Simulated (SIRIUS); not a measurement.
# CdSe (Pm-3m) in SIRIUS: further runs

One crystal, CdSe, is run at these levels: PBE; tasks: single point.

Everything below comes from runs of SIRIUS 7.10.0. Logs are shortened: lines on timing, memory, paths and dates and some standing lists are left out, and cuts for length are marked. The log counts tension as positive stress, the text compression.

## 1. Starting point

Symmetry: Pm-3m, No. 221, cubic system. The conventional cell has a = 3.557 Å, b = 3.557 Å, c = 3.557 Å, α = 90.00°, β = 90.00°, γ = 90.00°. Around Cd (site symmetry m-3m) lie 8 Se at 3.08 Å. Around Se (site symmetry m-3m) lie 8 Cd at 3.08 Å.

The cell was built by a generator and needn't be a form met in nature.

## 2. Single point, PBE

The input, sirius.json:

```json
{
  "control": {
    "processing_unit": "cpu",
    "verbosity": 2,
    "num_bands_to_print": 27,
    "print_forces": true,
    "print_stress": true
  },
  "parameters": {
    "electronic_structure_method": "pseudopotential",
    "xc_functionals": ["XC_GGA_X_PBE", "XC_GGA_C_PBE"],
    "gk_cutoff": 10.1,
    "pw_cutoff": 20.2,
    "ngridk": [7, 7, 7],
    "shiftk": [0, 0, 0],
    "smearing": "fermi_dirac",
    "smearing_width": 0.0018374661,
    "num_bands": 27,
    "num_mag_dims": 0,
    "num_dft_iter": 100,
    "energy_tol": 1e-08,
    "density_tol": 1e-06
  },
  "iterative_solver": {
    "type": "davidson",
    "min_tolerance": 1e-09,
    "tolerance_scale": [0.1, 0.25]
  },
  "mixer": {
    "type": "anderson",
    "beta": 0.7,
    "max_history": 8
  },
  "settings": {
    "tol_ne": 1e-10,
    "pseudo_grid_cutoff": 6.5
  },
  "unit_cell": {
    "lattice_vectors": [
      [6.721491263636, 0.0, 0.0],
      [0.0, 6.721491263636, 0.0],
      [0.0, 0.0, 6.721491263636]
    ],
    "atom_coordinate_units": "lattice",
    "atom_types": ["Cd", "Se"],
    "atom_files": {
      "Cd": "Cd.json",
      "Se": "Se.json"
    },
    "atoms": {
      "Cd": [
        [0.5, 0.5, 0.5]
      ],
      "Se": [
        [0.0, 0.0, 0.0]
      ]
    }
  }
}
```

Potentials or basis: PseudoDojo 0.4.1 PBE standard (scalar relativistic).

Started as:

```bash
upf_to_json Cd.upf
upf_to_json Se.upf
OMP_NUM_THREADS=1 sirius.scf --input=sirius.json --output=out.json --task=0
```

The program printed:

```text
[info] SIRIUS version : 7.10.0
[info] number of MPI ranks           : 1
[info] MPI grid                      : 1 1
[info] maximum number of OMP threads : 1
[fft] FFT context for density and potential
[fft] =====================================
[fft]   comm size                             : 1
[fft]   plane wave cutoff                     : 20.2
[fft]   grid size                             : 48 48 48   total : 110592
[fft]   grid limits                           : -23 24   -23 24   -23 24
[fft]   number of G-vectors within the cutoff : 21106
[fft]   local number of G-vectors             : 21106
[fft]   number of G-shells                    : 1118
[fft] FFT context for coarse grid
[fft] =====================================
[fft]   comm size                             : 1
[fft]   plane wave cutoff                     : 20.2
[fft]   grid size                             : 48 48 48   total : 110592
[fft]   grid limits                           : -23 24   -23 24   -23 24
[fft]   number of G-vectors within the cutoff : 21106
[fft]   local number of G-vectors             : 21106
[fft]   number of G-shells                    : 1118
[unit cell] lattice vectors
[unit cell]   a1 :       6.7214912636      0.0000000000      0.0000000000
[unit cell]   a2 :       0.0000000000      6.7214912636      0.0000000000
[unit cell]   a3 :       0.0000000000      0.0000000000      6.7214912636
[unit cell] reciprocal lattice vectors
[unit cell]   b1 :       0.9347903703      0.0000000000      0.0000000000
[unit cell]   b2 :       0.0000000000      0.9347903703      0.0000000000
[unit cell]   b3 :       0.0000000000      0.0000000000      0.9347903703
[unit cell] unit cell volume :       303.66652208 [a.u.^3]
[unit cell] 1/sqrt(omega)    :         0.05738542
[unit cell] MT volume        :         0.00000000 ( 0.00%)
[unit cell] IT volume        :       303.66652208 (100.00%)
[unit cell] number of atom types : 2
[unit cell] type id : 0 symbol : Cd mt_radius :  13.670000 num_atoms : 1
[unit cell] type id : 1 symbol : Se mt_radius :  12.130000 num_atoms : 1
[unit cell] total number of atoms : 2
[unit cell] number of symmetry classes : 2
[unit cell] number of PAW atoms : 0
[unit cell] atom id  type id  class id             position                      vector_field
[unit cell] ------------------------------------------------------------------------------------------
[unit cell]      0        0        0      0.50000   0.50000   0.50000      0.00000   0.00000   0.00000
[unit cell]      1        1        1      0.00000   0.00000   0.00000      0.00000   0.00000   0.00000
[unit cell] atom id         position (Cartesian, a.u.)
[unit cell] ---------------------------------------------
[unit cell]      0       3.360746    3.360746    3.360746
[unit cell]      1       0.000000    0.000000    0.000000
[unit cell] class id : 0 atom id : 0
[unit cell] class id : 1 atom id : 1
[unit cell] minimum bond length:     5.820982
[unit cell] total number of pseudo wave-functions: 19
[sym] space group number   : 221
[sym] international symbol : Pm-3m
[sym] Hall symbol          : -P 4 2 3
[sym] space group transformation matrix :
[sym]   1.0000  0.0000  0.0000
[sym]   0.0000  1.0000  0.0000
[sym]   0.0000  0.0000  1.0000
[sym] space group origin shift :
[sym]   0.0000  0.0000  0.0000
[sym] number of space group operations  : 48
[sym] number of magnetic group operations : 48
[sym] metric tensor error: 0.0000e+00
[sym] rotation matrix error: 0.0000e+00
[sym] symmetry operations
[... 279 lines left out ...]
[diagonalize] ik:    2   -3.334980   -1.903984   -1.903914   -1.903914   -1.309351   -1.309319   -1.309284   -1.309284   -1.309277   -0.048140    0.115420    0.119091    0.125027    0.125027    0.130056    0.256367    0.415895    0.415895    0.479187    0.657374    0.676149    0.725187    0.725187    0.842790    0.880469    0.975112    0.995187
[diagonalize] ik:    3   -3.334979   -1.904020   -1.903912   -1.903912   -1.309350   -1.309301   -1.309288   -1.309288   -1.309276   -0.036020    0.115990    0.119616    0.122581    0.122581    0.130267    0.221203    0.432843    0.432843    0.521020    0.594453    0.682603    0.682603    0.689286    0.835701    0.972813    0.975680    1.044907
[diagonalize] ik:    4   -3.334980   -1.903938   -1.903937   -1.903916   -1.309346   -1.309336   -1.309282   -1.309279   -1.309279   -0.056040    0.115635    0.117358    0.127040    0.128006    0.128828    0.307007    0.362274    0.404367    0.477656    0.670390    0.695879    0.727336    0.771589    0.822930    0.911491    0.927166    1.007025
[diagonalize] ...
[diagonalize] ik:   15   -3.334975   -1.904012   -1.904012   -1.903925   -1.309315   -1.309300   -1.309290   -1.309290   -1.309275   -0.016926    0.121154    0.122177    0.123111    0.133028    0.134087    0.278871    0.290143    0.410162    0.415820    0.626315    0.642737    0.734790    0.782649    0.894027    0.894272    1.017849    1.019800
[diagonalize] ik:   16   -3.334976   -1.903975   -1.903975   -1.903975   -1.309302   -1.309302   -1.309292   -1.309291   -1.309291   -0.022350    0.119022    0.119022    0.126918    0.126918    0.131186    0.279194    0.346237    0.346237    0.496209    0.599980    0.599980    0.719957    0.852192    0.852192    0.877234    1.064477    1.064477
[diagonalize] ik:   17   -3.334975   -1.904011   -1.903973   -1.903972   -1.309302   -1.309296   -1.309295   -1.309291   -1.309284   -0.014242    0.115620    0.119036    0.127179    0.130447    0.131231    0.277139    0.330844    0.371842    0.468466    0.548103    0.598979    0.708965    0.862568    0.865957    0.937446    1.053071    1.069478
[diagonalize] ik:   18   -3.334973   -1.904009   -1.904008   -1.903970   -1.309300   -1.309295   -1.309295   -1.309293   -1.309275   -0.006222    0.114905    0.115894    0.125909    0.129342    0.134349    0.303763    0.318710    0.375541    0.433888    0.549361    0.562833    0.646517    0.878503    0.964681    0.968124    1.084454    1.087478
[diagonalize] ik:   19   -3.334972   -1.904006   -1.904006   -1.904006   -1.309299   -1.309299   -1.309299   -1.309275   -1.309275    0.004163    0.111483    0.111483    0.116507    0.134511    0.134511    0.333324    0.350284    0.350284    0.458699    0.504535    0.504535    0.568576    0.999391    1.003356    1.003356    1.162943    1.162943
[find] Charges and magnetic moments
[find] --------------------------------------------------------------------------------
[find] total charge          : 36.000000
[find] Energy
[find] --------------------------------------------------------------------------------
[find] valence_eval_sum               :     -27.98084235
[find] <rho|V^{XC}>                   :     -38.07333615
[find] <rho|E^{XC}>                   :     -48.42452357
[find] <mag|B^{XC}>                   :       0.00000000
[find] <rho|V^{H}>                    :     163.20965438
[find] one-electron contribution      :    -153.11716058 (Ha),    -306.23432117 (Ry)
[find] hartree contribution           :      81.60482719
[find] xc contribution                :     -48.42452357
[find] ewald contribution             :    -176.63536812
[find] PAW contribution               :       0.00000000
[find] smearing (-TS)                 :      -0.00062851
[find] SCF correction                 :       0.00001104
[find] Total energy                   :    -296.57221405 (Ha),    -593.14442810 (Ry)
[find] Free energy (E-TS)             :    -296.57284256 (Ha),    -593.14568513 (Ry)
[find] band gap (eV)                  :       0.00000000
[find] Efermi                         :       0.43389031
[find] iteration : 10, RMS : 2.295276474088e-07, energy difference : -4.301284661778e-09
[find] Hartree energy of density residual : 2.820557985799e-12
[find] bands are converged : true
[find] iterative solver converged : true
[find] converged after 11 SCF iterations!
[find] Charges and magnetic moments
[find] --------------------------------------------------------------------------------
[find] total charge          : 36.000000
[find] Energy
[find] --------------------------------------------------------------------------------
[find] valence_eval_sum               :     -27.98084235
[find] <rho|V^{XC}>                   :     -38.07333615
[find] <rho|E^{XC}>                   :     -48.42452357
[find] <mag|B^{XC}>                   :       0.00000000
[find] <rho|V^{H}>                    :     163.20965438
[find] one-electron contribution      :    -153.11716058 (Ha),    -306.23432117 (Ry)
[find] hartree contribution           :      81.60482719
[find] xc contribution                :     -48.42452357
[find] ewald contribution             :    -176.63536812
[find] PAW contribution               :       0.00000000
[find] smearing (-TS)                 :      -0.00062851
[find] SCF correction                 :       0.00001104
[find] Total energy                   :    -296.57221405 (Ha),    -593.14442810 (Ry)
[find] Free energy (E-TS)             :    -296.57284256 (Ha),    -593.14568513 (Ry)
[find] band gap (eV)                  :       0.00000000
[find] Efermi                         :       0.43389031
[ground_state] === stress tensor components [kbar] ===
[ground_state] === stress_kin ===
[ground_state] -90356.249284    0.000000   -0.000000
[ground_state]     0.000000-90356.249284    0.000000
[ground_state]    -0.000000    0.000000-90356.249284
[ground_state] === stress_har ===
[ground_state] -26354.530571    0.000000   -0.000000
[ground_state]     0.000000-26354.530571    0.000000
[ground_state]    -0.000000    0.000000-26354.530571
[ground_state] === stress_ewald ===
[ground_state] 57044.936794    0.000000    0.000000
[ground_state]     0.00000057044.936794    0.000000
[ground_state]     0.000000    0.00000057044.936794
[ground_state] === stress_vloc ===
[ground_state] 20781.620886    0.000000    0.000000
[ground_state]     0.00000020781.620886    0.000000
[ground_state]     0.000000    0.00000020781.620886
[ground_state] === stress_xc ===
[ground_state] -9513.543538    0.000000    0.000000
[ground_state]     0.000000-9513.543538   -0.000000
[ground_state]     0.000000   -0.000000-9513.543538
[ground_state] === stress_core ===
[ground_state] 21442.064625    0.000000    0.000000
[ground_state]     0.00000021442.064625    0.000000
[ground_state]     0.000000    0.00000021442.064625
[ground_state] === stress_nonloc ===
[ground_state] 26957.089029    0.000000   -0.000000
[ground_state]     0.00000026957.089029   -0.000000
[ground_state]    -0.000000   -0.00000026957.089029
[ground_state] === stress_us_nl ===
[ground_state] 26957.089029    0.000000   -0.000000
[ground_state]     0.00000026957.089029   -0.000000
[ground_state]    -0.000000   -0.00000026957.089029
[ground_state] === stress_total ===
[ground_state]     1.387941    0.000000   -0.000000
[ground_state]     0.000000    1.387941   -0.000000
[ground_state]    -0.000000   -0.000000    1.387941
[ground_state] ==== total Forces in Ha/bohr =====
[ground_state] atom:    0, force:       0.0000000      0.0000000      0.0000000
[ground_state] atom:    1, force:       0.0000000      0.0000000      0.0000000
[ground_state] ==== ultrasoft contribution from Qij =====
[ground_state] atom:    0, force:       0.0000000      0.0000000      0.0000000
[ground_state] atom:    1, force:       0.0000000      0.0000000      0.0000000
[ground_state] ==== non-local contribution from Beta-projector =====
[ground_state] atom:    0, force:       0.0000000      0.0000000      0.0000000
[ground_state] atom:    1, force:       0.0000000      0.0000000      0.0000000
[ground_state] ==== contribution from local potential =====
[ground_state] atom:    0, force:       0.0000000      0.0000000      0.0000000
[ground_state] atom:    1, force:       0.0000000      0.0000000      0.0000000
[ground_state] ==== contribution from core density =====
[ground_state] atom:    0, force:       0.0000000      0.0000000      0.0000000
[ground_state] atom:    1, force:       0.0000000      0.0000000      0.0000000
[ground_state] ==== Ewald forces from ions =====
[ground_state] atom:    0, force:       0.0000000      0.0000000      0.0000000
[ground_state] atom:    1, force:       0.0000000      0.0000000      0.0000000
[~DFT_ground_state] local op. applied: 14202
[~DFT_ground_state] evp. work count: 2080.85
[~DFT_ground_state] number of iterative solver steps: 895
```

Wall time 63 s (1 thread of Arm Neoverse V1, shared host); peak memory 0.43 GiB.

What came out:

```
Free energy            : -8070.1582 eV
Pressure               : -0.1 GPa
Band gap on the k mesh : none (metal or under the smearing width)
```

## 3. Single point, PBE

sirius.json is that of step 2.

Potentials or basis: SPMS 1.0 PBE (norm-conserving).

Started as:

```bash
upf_to_json 48_Cd_20_2.2_2.3_pbe_n_v1.0.upf
upf_to_json 34_Se_16_1.9_2.1_pbe_n_v1.0.upf
OMP_NUM_THREADS=1 sirius.scf --input=sirius.json --output=out.json --task=0
```

Wall time 65 s (1 thread of Arm Neoverse V1, shared host); peak memory 0.43 GiB.

Results (log left out):

- Free energy: -7690.8592 eV
- Pressure: -0.2 GPa
- Band gap on the k mesh: none (metal or under the smearing width)

## 4. Single point, PBE

Changes to sirius.json since step 3:

```diff
@@ -11,4 +11,4 @@
     "xc_functionals": ["XC_GGA_X_PBE", "XC_GGA_C_PBE"],
-    "gk_cutoff": 10.1,
-    "pw_cutoff": 20.2,
+    "gk_cutoff": 9.3,
+    "pw_cutoff": 18.6,
     "ngridk": [7, 7, 7],
```

Potentials or basis: in-house norm-conserving set, PBE (scalar relativistic).

Started as:

```bash
upf_to_json Cd.upf
upf_to_json Se.upf
OMP_NUM_THREADS=1 sirius.scf --input=sirius.json --output=out.json --task=0
```

Run time: 61 s. Hardware: 1 thread of Arm Neoverse V1, shared host; peak memory 0.39 GiB.

It converged, with:

```yaml
Free_energy: -8066.2920 eV
Pressure: -0.2 GPa
Band_gap_on_the_k_mesh: none (metal or under the smearing width)
```

## 5. The runs side by side

```tsv
potentials or basis	cutoff (eV)	gap on the mesh (eV)	pressure (GPa)
PseudoDojo 0.4.1 PBE standard (scalar relativistic)	1388	none	-0.1
SPMS 1.0 PBE (norm-conserving)	1388	none	-0.2
in-house norm-conserving set, PBE (scalar relativistic)	1177	none	-0.2
```

Alike in all rows: task single point; level PBE; no spin polarisation; cell as given; k mesh 7 × 7 × 7; smearing fermi-dirac 0.05 eV.

Absolute energies hang on the potentials; compare differences alone.
